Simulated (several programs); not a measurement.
Many methods on one cell: CaO (wurtzite)

Wurtzite CaO (no longer in that coordination), relaxed with r2SCAN in Ansatz, was computed with several methods. Space group P6_3/mmc (No. 194), hexagonal; conventional cell a = 3.981 Å, c = 4.770 Å, 16.37 Å³ an atom. Ca is surrounded by 5 O at 2.30–2.39 Å; O is surrounded by 5 Ca at 2.30–2.39 Å. No spin polarisation and no zero-point or thermal motion; the cell was built from a prototype and may be hypothetical.

```cif
data_structure
_symmetry_space_group_name_H-M 'P6_3/mmc'
_symmetry_Int_Tables_number 194
_cell_length_a 3.9808
_cell_length_b 3.9808
_cell_length_c 4.7704
_cell_angle_alpha 90.000
_cell_angle_beta 90.000
_cell_angle_gamma 120.000
_cell_volume 65.47
loop_
_atom_site_label
_atom_site_type_symbol
_atom_site_symmetry_multiplicity
_atom_site_Wyckoff_symbol
_atom_site_fract_x
_atom_site_fract_y
_atom_site_fract_z
_atom_site_occupancy
Ca1 Ca 2 d 0.33333 0.66667 0.75000 1
O1 O 2 c 0.33333 0.66667 0.25000 1
```

Gaps and times are for a single point on this cell; volume and bulk modulus come from each method's own relaxation or energy curve at fixed shape, which is too stiff where a cell has free coordinates or axes. Times are rough, from shared hosts (Arm Neoverse N1; Arm Neoverse V1; NVIDIA H100 80GB HBM3), and each method has its own mesh and cell size. A dagger marks a closed or tiny gap in a crystal that DFT finds insulating: a failure of the method or a wrong SCF state. A double dagger marks a value from a curve with shape and coordinates held. PM6 (MOPAC), PM7 (MOPAC), GFN1-xTB (tblite), GFN2-xTB (tblite) treat a cluster of cells at its zone centre, which samples few k points: where these miss a band edge, the gap comes out too large for that reason alone. Gaps from k meshes are read at a limited set of points (mesh, symmetry points, PBE's band edges), so each method's own least gap may be somewhat smaller. xTB and the PM methods were fitted mostly to molecules, and can miss a solid's gap by electronvolts. Minimal bases can be far off for gaps. Times of the plane-wave ladder aren't listed, since it ran on unlike processors and cards. GLLB-SC's gap includes the derivative discontinuity. G0W0 is at finite bands, cutoff and mesh. d marks a direct gap, i an indirect one (no mark: not told apart), a dash a value that wasn't computed or didn't pass its checks.

| method | kind | gap (eV) | own volume (Å³/atom) | bulk modulus (GPa) | atoms computed | processor time |
| --- | --- | --- | --- | --- | --- | --- |
| PBEsol | semilocal | – | 16.08 | – | 4 | – |
| light PBE (260 eV and a coarse mesh) | light plane-wave | 3.15 d | – | – | 4 | 1.1 s |
| PM6 (MOPAC) | semi-empirical | 6.89 | – | – | cluster | 2.9 s |
| GFN1-xTB (tblite) | tight binding | 0.07† | – | – | cluster | 5.8 s |
| PBE | semilocal | 3.21 d | 16.69 | 86‡ | 4 | – |
| GFN2-xTB (tblite) | tight binding | 0.03† | – | – | cluster | 9.3 s |
| PBE/SZV (CP2K) | small basis | 0.18 i | – | – | 4 | 11 s |
| LDA | semilocal | 3.04 d | 15.49 | – | 4 | – |
| r2SCAN | semilocal | 3.63 d | 16.37 | 94‡ | 4 | – |
| PBE/DZVP (CP2K) | small basis | 3.28 d | 16.99‡ | 83‡ | 4 | 24 s |
| G0W0@r2SCAN (180 eV screening cutoff) | many-body | 4.87 | – | – | 4 | – |
| PM7 (MOPAC) | semi-empirical | 2.75 | – | – | cluster | 27 s |
| G0W0@PBE (260 eV screening cutoff) | many-body | 4.75 | – | – | 4 | – |
| GLLB-SC (GPAW) | model potential | 6.45 | – | – | 4 | 42 s |
| G0W0@PBE0 (180 eV screening cutoff) | many-body | 5.61 | – | – | 4 | – |
| G0W0@HSE06 (180 eV screening cutoff) | many-body | 5.38 | – | – | 4 | – |
| LC-ωPBE | hybrid | 9.68 d | – | – | 4 | – |
| PBE/single zeta (GPAW) | small basis | 3.39 d | – | – | 4 | 2.2 min |
| PBE0 | hybrid | 5.28 d | – | – | 4 | – |
| HSE06 | hybrid | 4.58 d | 16.40 | – | 4 | – |
| r2SCANh | hybrid | 4.38 d | – | – | 4 | – |
| DDH-PBE0 | hybrid | 5.70 d | – | – | 4 | – |
| G0W0@LDA (140 eV screening cutoff) | many-body | 4.65 | – | – | 4 | – |

Against HSE06 (4.58 eV) and with closed or daggered gaps left aside, the nearest gap at the points sampled is that of G0W0@LDA (140 eV screening cutoff) (+0.07 eV) and the farthest that of LC-ωPBE (+5.10 eV). HSE06 is only a yardstick of convenience: for gaps this wide it usually falls short of measured ones, so a larger value can be the better one.

Volumes against r2SCAN's: PBEsol -1.8 %, PBE +2.0 %, LDA -5.3 %, HSE06 +0.2 %.
